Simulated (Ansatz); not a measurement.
# WSe2: the cell at several levels of theory, part 2 of 2

Ansatz 0.2.0, plane waves. Earlier steps stand in the parts before.

### Step 3. Relaxing with r2SCAN+rVV10

The cell of step 2 is the starting point.

input.yaml

```yaml
crystal:
  lattice:
    - [3.2790167217, 0.0, 0.0]
    - [-1.6395083608, 2.8397117804, 0.0]
    - [0.0, 0.0, 12.7829324063]
  atoms:
    - { symbol: W, position: [0.6666666667, 0.3333333333, 0.75] }
    - { symbol: W, position: [0.3333333333, 0.6666666667, 0.25] }
    - { symbol: Se, position: [0.3333333333, 0.6666666667, 0.8817581117] }
    - { symbol: Se, position: [0.6666666667, 0.3333333333, 0.3817581117] }
    - { symbol: Se, position: [0.3333333333, 0.6666666667, 0.6182418883] }
    - { symbol: Se, position: [0.6666666667, 0.3333333333, 0.1182418883] }
kpoints:
  mp_grid: { grid: [12, 12, 2] }
hamiltonian:
  xc: r2scan
  dispersion: rvv10
scf:
  occupations: { method: fermi_dirac, width: 0.02 }
relax:
  f_tol: 0.005
  cell: {}
```

The run is started by

```
$ ansatz run input.yaml --threads 4 --pin off --max-ram 5529MiB --backend cpu --events-out ev --progress --plain --runs-dir out
```

The log of the run, cut to the lines that bear on the results:

```text
Warning: RAYON_NUM_THREADS=4 ignored (pool sized by the plan → 4); use --threads N
[...]
Pseudopotentials: kind: paw
Pseudopotential: W, paw, valence charge 14, recommended cutoff 500 eV (meta_gga), W.paw.azcp
Pseudopotential: Se, paw, valence charge 16, recommended cutoff 500 eV (meta_gga), Se.paw.azcp
Functional definition: r2SCAN+rVV10
[...]
Crystal: 6 atoms, lattice volume = 119.028 Å³
Basis set: ecut = 500 eV, 2957 PW (Γ), exchange–correlation on 108×108×432 points (64 copies of the dense FFT grid, shifted against one another)
Bands: 56, of which v1, the nominal top of the filled ones, is band 46 counted from 1 (45 counted from 0)
Symmetry: 24 space group operations
Space group: P63/mmc (ITA 194), of the structure as read, at distance tolerance 4.9e-5 Å
k-points: 38 of 288
[...]
rVV10 density: all electrons in the spheres
[...]
        0.000000       0.013117       0.000000
        0.000000       0.000000       0.021153
  P = ⅓ Tr σ = 0.0158 GPa (0.158 kbar)
--- Relaxed structure (5 steps of the walk, 4 accepted, 1 SCFs on fresh bases) ---
  F+E_penalty+E_count = -42700.00370879 eV   max|allowed force component| = 1.399e-3 eV/Å   (the final SCF, on the basis selected at the relaxed cell)
  cell:  # Å, volume = 123.9791 Å³
    - [3.299668358566438, -2.9049289383327563e-11, 0.0]
    - [-1.6498341792580615, 2.85759662259676, 0.0]
    - [0.0, 0.0, 13.148534560589413]
  atoms:
    - { symbol: W, position: [0.6666666666666667, 0.3333333333333333, 0.75] }
    - { symbol: W, position: [0.33333333333333337, 0.6666666666666666, 0.24999999999999997] }
    - { symbol: Se, position: [0.33333333333333337, 0.6666666666666666, 0.8766615406408191] }
    - { symbol: Se, position: [0.6666666666666667, 0.3333333333333333, 0.37666154064081925] }
    - { symbol: Se, position: [0.33333333333333337, 0.6666666666666666, 0.6233384593591806] }
    - { symbol: Se, position: [0.6666666666666667, 0.3333333333333333, 0.1233384593591807] }
```

Run time: 54 s. Hardware: 4 threads of Intel Xeon Platinum 8259CL at 2.50GHz (Skylake/Cascade Lake), shared host; peak memory 1 GiB.

Step by step:

```csv
step,energy change (meV/atom),largest force (eV/Å),pressure (GPa),volume (Å³/atom)
1,0.0,0.3161,0.61,19.838
2*,33.1,1.0269,0.25,22.165
3,-6.4,0.0070,0.01,20.591
4,-6.4,0.0027,0.04,20.642
5,-6.4,0.0013,0.01,20.663
6,-6.6,0.0014,0.02,20.663
```

A star marks a trial step that the optimiser took back.

Step 6 solves the same cell on a plane-wave basis chosen anew, so the energy can jump there without a move.

The table lists every geometry solved, with passes on a fresh basis, whose energies don't compare exactly with the rows above.

|  | before | after | change |
| --- | --- | --- | --- |
| a (Å) | 3.279 | 3.300 | +0.63 % |
| c (Å) | 12.783 | 13.149 | +2.86 % |
| volume (Å³/atom) | 19.838 | 20.663 | +4.16 % |
| shortest distance (Å) | 2.534 | 2.530 | -0.14 % |
| space group | P6_3/mmc | P6_3/mmc | same |

### Step 4. PBE-D4: cell and atoms

input.yaml: that of step 3 with these lines changed.

```diff
@@ -15,4 +15,4 @@
 hamiltonian:
-  xc: r2scan
-  dispersion: rvv10
+  xc: pbe
+  dispersion: d4
 scf:
```

The run is started by

```
$ ansatz run input.yaml --threads 4 --pin off --max-ram 5529MiB --backend cpu --events-out ev --progress --plain --runs-dir out
```

The log of the run, cut to the lines that bear on the results:

```text
Warning: RAYON_NUM_THREADS=4 ignored (pool sized by the plan → 4); use --threads N
[...]
[... 4 set-up lines as earlier in the session ...]
[...]
Crystal: 6 atoms, lattice volume = 119.028 Å³
Basis set: ecut = 420 eV, 2347 PW (Γ), exchange–correlation on 48×48×180 points (8 copies of the dense FFT grid, shifted against one another)
Bands: 56, of which v1, the nominal top of the filled ones, is band 46 counted from 1 (45 counted from 0)
[... 2 set-up lines as earlier in the session ...]
k-points: 38 of 288
[...]
SCF iter   1: F=—  HF=-42652.133025 eV  |F-HF|=—  |Δ(HF+E_count)|=         —  Δρ=4.41e-3  dr2=7.89e-3  ethr=1.77e-3  ⟨swp⟩=6.4  Hψ=7696  notcnv=0  defer=1
[...]
       -0.000000       0.001499      -0.000000
       -0.000000      -0.000000      -0.043882
  P = ⅓ Tr σ = -0.0136 GPa (-0.136 kbar)
--- Relaxed structure (4 steps of the walk, 4 accepted, 1 SCFs on fresh bases) ---
  F+E_penalty+E_count = -42652.14603676 eV   max|allowed force component| = 2.845e-3 eV/Å   (the final SCF, on the basis selected at the relaxed cell)
  cell:  # Å, volume = 119.5273 Å³
    - [3.278703141340306, -2.8864716655695402e-11, 0.0]
    - [-1.6393515706451554, 2.8394402118829785, 0.0]
    - [0.0, 0.0, 12.839032671554307]
  atoms:
    - { symbol: W, position: [0.6666666666666667, 0.3333333333333333, 0.7500000000000001] }
    - { symbol: W, position: [0.33333333333333337, 0.6666666666666665, 0.25000000000000006] }
    - { symbol: Se, position: [0.33333333333333337, 0.6666666666666665, 0.8812941732540692] }
    - { symbol: Se, position: [0.6666666666666667, 0.3333333333333333, 0.38129417325406906] }
    - { symbol: Se, position: [0.33333333333333337, 0.6666666666666665, 0.6187058267459311] }
    - { symbol: Se, position: [0.6666666666666667, 0.3333333333333333, 0.11870582674593097] }
```

It took 17 s on 4 threads of Intel Xeon Platinum 8259CL at 2.50GHz (Skylake/Cascade Lake), shared host; peak memory 0.67 GiB.

Step by step:

```csv
step,energy change (meV/atom),largest force (eV/Å),pressure (GPa),volume (Å³/atom)
1,0.0,0.0068,0.15,19.838
2,0.0,0.0172,-0.10,20.005
3,0.0,0.0256,-0.05,19.908
4,0.0,0.0028,-0.01,19.921
5,-0.1,0.0028,-0.01,19.921
```

The table lists every geometry solved, with passes on a fresh basis, whose energies don't compare exactly with the rows above.

|  | before | after | change |
| --- | --- | --- | --- |
| a (Å) | 3.279 | 3.279 | -0.01 % |
| c (Å) | 12.783 | 12.839 | +0.44 % |
| volume (Å³/atom) | 19.838 | 19.921 | +0.42 % |
| shortest distance (Å) | 2.534 | 2.535 | +0.03 % |
| space group | P6_3/mmc | P6_3/mmc | same |

### Step 5. Results

The summary covers parts 1 to 2.

```
       level  a (Å)   c (Å)  volume (Å³/atom)  space group  SCF geometries
  PBE-D3(BJ)  3.279  12.783            19.838     P6_3/mmc               7
r2SCAN+rVV10  3.300  13.149            20.663     P6_3/mmc               6
      PBE-D4  3.279  12.839            19.921     P6_3/mmc               5
```

**Reading.** From the start to the first minimum the volume moved by -9.2 %. The volume runs from PBE-D3(BJ) (least) to r2SCAN+rVV10 (most), a spread of 4.2 %, or 1.4 % in length if all axes shared it alike. A measured a is 3.282 Å (quoted in “Random anion distribution in MSxSe2−x (M = Mo, W) crystals and nanosheets”, 2018, pmc:9078701); the misses are PBE-D3(BJ) -0.1 %, r2SCAN+rVV10 +0.5 %, PBE-D4 -0.1 %. A measured c is 12.95 Å (“Gate-modulated conductance of few-layer WSe2 field-effect transistors in the subgap regime: Schottky barrier transistor and subgap impurity states”, 2015, arxiv:1505.00807); the misses are PBE-D3(BJ) -1.3 %, r2SCAN+rVV10 +1.5 %, PBE-D4 -0.9 %. 3 values of this kind are on record (12.95 to 12.977 Å); this one was drawn at random. The calculation is for a static lattice, without the thermal expansion and zero-point motion that a measured cell holds.
